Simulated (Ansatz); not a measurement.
```cif
data_structure
_symmetry_space_group_name_H-M 'P 1'
_symmetry_Int_Tables_number 1
_cell_length_a 3.2958
_cell_length_b 3.2958
_cell_length_c 3.2958
_cell_angle_alpha 60.000
_cell_angle_beta 60.000
_cell_angle_gamma 60.000
_cell_volume 25.31
loop_
_atom_site_label
_atom_site_type_symbol
_atom_site_fract_x
_atom_site_fract_y
_atom_site_fract_z
_atom_site_occupancy
Ti1 Ti 0.00000 0.00000 0.00000 1
O1 O 0.25000 0.25000 0.25000 1
O2 O 0.75000 0.75000 0.75000 1
```

```
orbitals        : PBE
datasets        : hard PAW set made for 700 eV
k mesh          : 4×4×4
empty bands     : 163
response cutoff : 200 eV
wave cutoff     : 700 eV
frequencies     : plasmon pole, fitted at the program's default frequency
q → 0 term      : analytic weight of Carrier, Rohra and Görling
band sums       : cut at the band count
```

Program: Ansatz. The Kohn-Sham gap (from k = (0, -0.5, -0.5) to Γ) is 1.20 eV.

(1) What G0W0 gap follows between the same band edges?

## Answers

(1) 2.39 eV, a change of +1.18 eV. The valence edge moves by -0.08 eV (Z = 0.78) and the conduction edge by +1.10 eV (Z = 0.79).

The cell is a model at fixed atoms and needn't be the relaxed known crystal. Points k are given in fractions of the reciprocal vectors. The mesh is coarse, so these are values at the stated settings, not converged ones. Band sums or response are cut, so the gap isn't at its basis limit. The gap is read on the mesh, and the crystal's band edges can lie off it.
